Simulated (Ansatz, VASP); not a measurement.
## Two plane-wave programs on GaN

```
CELL_PARAMETERS angstrom
3.21843 0.00000 0.00000
-1.60921 2.78724 0.00000
0.00000 0.00000 5.24303
ATOMIC_POSITIONS crystal
Ga 0.33333 0.66667 0.99913
Ga 0.66667 0.33333 0.49913
N 0.33333 0.66667 0.37587
N 0.66667 0.33333 0.87587
```

Alike in both runs: functional PBE; k mesh 12 × 12 × 6; occupations gaussian, width 0.02 eV; no spin polarisation.

Ansatz relaxed the structure, and its values are those at the end. VASP's run is a single point on that final structure, the one shown.

|  | VASP | Ansatz |
| --- | --- | --- |
| version | VASP 6.6.1 | Ansatz 0.2.0 |
| potentials or method | VASP PAW PBE potentials, release 64 (Ga_d, N) | scalar-relativistic, plane waves, PAW |
| plane-wave cutoff (eV) | 520 | 420 |
| valence electrons in the cell | 36 | 36 |

```tsv
	VASP	Ansatz	Ansatz less VASP
gap on the k mesh at the Fermi level (eV)	1.72	1.71	-0.006
least direct gap on the mesh (eV)	1.72	1.71	-0.006
pressure (GPa)	0.1	0.0	-0.12
```

With one functional, cell and mesh, what is left measures potentials, basis and numerics.

A hybrid or GW would open this gap; PBE tends to underestimate it.
